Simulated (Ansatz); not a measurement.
# InSb: band gap under strain

Aim: follow the gap of InSb built on the zincblende prototype through these states: +1.1 % strain along z alone; -1.3 % equal strain in all directions; +3.3 % biaxial strain in x and y, z held. The table at the end shows which levels were run.

Program: Ansatz 0.2.0. PAW datasets, plane waves. Spin-unpolarised throughout; all numbers are computed.

**1. The system as given**

The unstrained cell was relaxed with r2SCAN; in each strained cell the atoms were relaxed again with r2SCAN. Names of k-points are those of the unstrained zone, where strain can split equivalent points. First state: +1.1 % strain along z alone.

Space group I-4m2 (No. 119), tetragonal; a = 4.638 Å, c = 6.632 Å in the conventional setting, 35.67 Å³ an atom. Near In stand 4 Sb at 2.85 Å; near Sb stand 4 In at 2.85 Å.

Coordinates:

```cif
data_structure
_symmetry_space_group_name_H-M 'I-4m2'
_symmetry_Int_Tables_number 119
_cell_length_a 4.6379
_cell_length_b 4.6379
_cell_length_c 6.6325
_cell_angle_alpha 90.000
_cell_angle_beta 90.000
_cell_angle_gamma 90.000
_cell_volume 142.67
loop_
_atom_site_label
_atom_site_type_symbol
_atom_site_symmetry_multiplicity
_atom_site_Wyckoff_symbol
_atom_site_fract_x
_atom_site_fract_y
_atom_site_fract_z
_atom_site_occupancy
In1 In 2 a 0.00000 0.00000 0.00000 1
Sb1 Sb 2 d 0.50000 0.00000 0.25000 1
```

**2. +1.1 % strain along z alone: PBE**

input.yaml reads:

```yaml
crystal:
  lattice:
    - [0.0, 3.2795130145, 3.3162435603]
    - [3.2795130145, 0.0, 3.3162435603]
    - [3.2795130145, 3.2795130145, 0.0]
  atoms:
    - { symbol: In, position: [0.0, 0.0, 0.0] }
    - { symbol: Sb, position: [0.25, 0.25, 0.25] }
kpoints:
  mp_grid: { grid: [6, 6, 6] }
  band_path:
    path:
      - [0.0, 0.0, 0.0]
      - [-0.5, -0.5, 0.0]
      - [-0.375, -0.375, 0.25]
      - [-0.375, 0.0, 0.375]
      - [0.0, 0.0, 0.5]
      - [-0.5, -0.25, 0.25]
    npoints: 1
hamiltonian:
  xc: pbe
scf:
  occupations: { method: fermi_dirac, width: 0.02 }
  n_extra_bands: 4
output:
  forces: true
  stress: true
  eigenvalues: true
```

The runs that follow: +1.1 % strain along z alone: r2SCAN; +1.1 % strain along z alone: HSE06; -1.3 % equal strain in all directions: PBE; -1.3 % equal strain in all directions: r2SCAN; -1.3 % equal strain in all directions: HSE06; +3.3 % biaxial strain in x and y, z held: PBE; +3.3 % biaxial strain in x and y, z held: r2SCAN; +3.3 % biaxial strain in x and y, z held: HSE06.

Before running it: what results should come out?

As calculated:

Least gap in eV (negative: overlap):

```
                                   state   PBE  r2SCAN  HSE06
             +1.1 % strain along z alone  0.00    0.00   0.20
   -1.3 % equal strain in all directions  0.00    0.26   0.56
+3.3 % biaxial strain in x and y, z held  0.14    0.15   0.20
```

**Reading.** In PBE the gap is least under +1.1 % strain along z alone (0.00 eV) and largest under +3.3 % biaxial strain in x and y, z held (0.14 eV). Under +1.1 % strain along z alone and under -1.3 % equal strain in all directions PBE gives no gap, or under 0.02 eV, while HSE06 has one. Spin-orbit coupling is left out of the table, though the cell holds Sb (Z = 51); in an element this heavy it can shift bands and gaps by tenths of an eV.
